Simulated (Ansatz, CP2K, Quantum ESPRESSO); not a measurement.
**Re: programs and potentials compared**

```xyz
2
Lattice="2.7608 0.0000 0.0000 -1.3804 2.3909 0.0000 0.0000 0.0000 4.4582" Properties=species:S:1:pos:R:3 pbc="T T T"
Re    1.3804    0.7970    3.3436
Re    0.0000    1.5939    1.1145
```

Alike in all runs: task band structure; functional PBEsol; k mesh 11 × 11 × 6; occupations fermi-dirac, width 0.05 eV; no spin polarisation; no spin-orbit coupling. Pressure is positive in compression and, in plane waves, holds the error of the finite cutoff.

```csv
program and potentials,plane-wave cutoff (eV),notes,pressure (GPa)
"Quantum ESPRESSO, GBRV 1.5 PBEsol",612,-,-4.26
"Ansatz, all-electron LAPW, scalar-relativistic",-,-,-4.10
"CP2K, POTENTIAL_UZH Re GTH-PBE-q15; TZVP-MOLOPT-PBE-GTH basis",-,atomic basis; potentials made for PBE,-4.31
"Quantum ESPRESSO, PseudoDojo 0.4.1 SR PBEsol standard",980,-,-4.27
```

The pressure spans -4.31 (CP2K, POTENTIAL_UZH Re GTH-PBE-q15; TZVP-MOLOPT-PBE-GTH basis) to -4.10 GPa (Ansatz, all-electron LAPW, scalar-relativistic), with all-electron results at -4.10. Rows in atomic bases carry the error of their basis and grid, which can be large.

The functional is the same throughout but for its coding, so the spread measures potentials, basis and numerics; runs on potential files found faulty are left out.
